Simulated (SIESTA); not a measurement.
Runs of SIESTA 5.4.2 on CoO. It takes space group Fm-3m (No. 225, cubic). The conventional cell has a = 4.263 Å, b = 4.263 Å, c = 4.263 Å, α = 90.00°, β = 90.00°, γ = 90.00°. Co (site symmetry m-3m) has 6 O at 2.13 Å as nearest neighbours. Around O (site symmetry m-3m) lie 6 Co at 2.13 Å. 

```csv
task,level,potentials or basis,U,hubbard projector method,U from the first cycle,broadening (eV),window from (eV),window to (eV),gap on the mesh (eV),pressure (GPa),moment (μB)
single point,PBE,"PseudoDojo 0.4 standard (PBE files), DZP (energy shift 0.003 Ry; two zetas on semicore shells)",-,-,-,-,-,-,none,-0.8,2.97
single point,PBE,"SG15 1.2 (PBE files) or PseudoDojo by element, DZP (energy shift 0.003 Ry; two zetas on semicore shells)",-,-,-,-,-,-,none,1.8,2.96
density of states,PBE,"PseudoDojo 0.4 standard (PBE files), DZP (energy shift 0.003 Ry; two zetas on semicore shells)",-,1,yes,0.2 eV,-10 eV,15 eV,none,-0.8,2.97
density of states,PBE+U,"PseudoDojo 0.4 standard (PBE files), DZP (energy shift 0.003 Ry; two zetas on semicore shells)",Co d U = 8 eV,1,yes,0.2 eV,-10 eV,15 eV,none,7.3,(b)
density of states,PBE+U,"PseudoDojo 0.4 standard (PBE files), DZP (energy shift 0.003 Ry; two zetas on semicore shells)",Co d U = 6 eV,1,yes,0.2 eV,-10 eV,15 eV,none,5.2,2.99
single point,PBE,"Ansatz NC with PseudoDojo 0.4 standard (PBE files), DZP (energy shift 0.003 Ry; two zetas on semicore shells)",-,-,-,-,-,-,none,0.1,2.97
single point,PBE,"PseudoDojo 0.5 standard (PBE files), DZP (energy shift 0.003 Ry; two zetas on semicore shells)",-,-,-,-,-,-,none,-0.8,2.97
density of states,PBE+U,"PseudoDojo 0.4 standard (PBE files), DZP (energy shift 0.003 Ry; two zetas on semicore shells)",Co d U = 4 eV,1,yes,0.2 eV,-10 eV,15 eV,none,3.1,3.00
single point,PBE,"PseudoDojo 0.4 stringent (PBE files), DZP (energy shift 0.003 Ry; two zetas on semicore shells)",-,-,-,-,-,-,none,(d),2.96
density of states,PBE+U,"PseudoDojo 0.4 standard (PBE files), DZP (energy shift 0.003 Ry; two zetas on semicore shells)",Co d U = 2 eV,1,yes,0.2 eV,-10 eV,15 eV,none,1.1,3.00
single point,PBE,"SPMS 1.0 (PBE files) or PseudoDojo by element, DZP (energy shift 0.003 Ry; two zetas on semicore shells)",-,-,-,-,-,-,none,(c),(a)
```

Alike in all rows: spin collinear, ferromagnetic start; cell as given; k mesh 8 × 8 × 8; smearing fermi-dirac 0.05 eV; grid cutoff 800 Ry; energy shift 0.003 Ry.

Problem. Estimate the missing entries.

Solution. (a) 2.92; (b) 2.95; (c) -2.4; (d) -1.0.

Caveats: the basis of atomic orbitals isn't converged, which shifts pressures, moduli and gaps; a cell with one magnetic atom can't hold antiferromagnetic order, which such compounds often take; short orbitals over semicore shells can move pressures by several GPa (some runs); semilocal functionals often make such compounds metallic where correlation or magnetic order opens a gap, which also shifts bond lengths (some runs); the valence orbitals were made in a potential fitted to the semicore shell under them, which widens gaps by tenths of an eV or more (some runs).

A gap of «none» marks a metal or a gap under the smearing width.
